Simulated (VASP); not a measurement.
Input of a VASP 6.6.1 run:

Contents of INCAR:

```
SYSTEM = Te2Mo
ALGO = Fast ; EDIFF = 1E-6
ENCUT = 520 ; GGA = PE
ISIF = 2 ; ISMEAR = 1
LASPH = .TRUE. ; LCHARG = .FALSE.
LREAL = .FALSE. ; LWAVE = .FALSE.
NBANDS = 64 ; NELM = 100
PREC = Accurate ; SIGMA = 0.15
```

File KPOINTS:

```
k-points
0
G
  3 4 1
  0 0 0
```

The input POSCAR:

```
Te2Mo
1.0
    6.5310280000      0.0000000000      0.0000000000
    0.0000000000      3.5791690000      0.0000000000
   -0.9768590000      0.0000000000     14.2667570000
Te Mo
8 4
Direct
    0.5339423140      0.7875420244      0.3425419666
    0.4385685144      0.2806224015      0.6565535531
    0.6196886272      0.2598636723      0.1025816168
    0.3936417274      0.7168647247      0.8969361432
    0.0969290846      0.7638652995      0.1471415683
    0.8684038295      0.2168126177      0.8542345678
    0.0546966041      0.2127222827      0.3936279983
    0.9378348703      0.7607168033      0.6032066012
    0.3327370877      0.7473916431      0.5142453888
    0.7055857863      0.2713889733      0.4873717972
    0.1860359395      0.2665719333      0.0028642108
    0.8070207283      0.7582117525      0.9860450416
```

Potentials or basis: VASP PAW PBE potentials, release 64 (Te, Mo_sv).

Run with:

```console
$ cat potpaw_PBE.64/Te/POTCAR potpaw_PBE.64/Mo_sv/POTCAR > POTCAR
$ mpirun -np 1 vasp_std > vasp.out
```

Problem. Predict the pressure.

Solution. -4.9 GPa.

Problem. What does it give for the band gap on the k mesh?

Solution. None (metal or under the smearing width).

Problem. Estimate the largest force.

Solution. 2.428 eV/Å.

Stress tensor (GPa, compression positive):
```
-5.25  0.65 -2.25
 0.65 -4.13 -2.12
-2.25 -2.12 -5.22
```

Caveat: the k mesh is coarse (spacing up to 0.44 Å⁻¹), so the values aren't converged; forces of over 1 eV/Å show positions far from the minimum, so gaps and moduli don't describe the material at rest. Spin-orbit coupling is left out, which matters for the levels of Te.
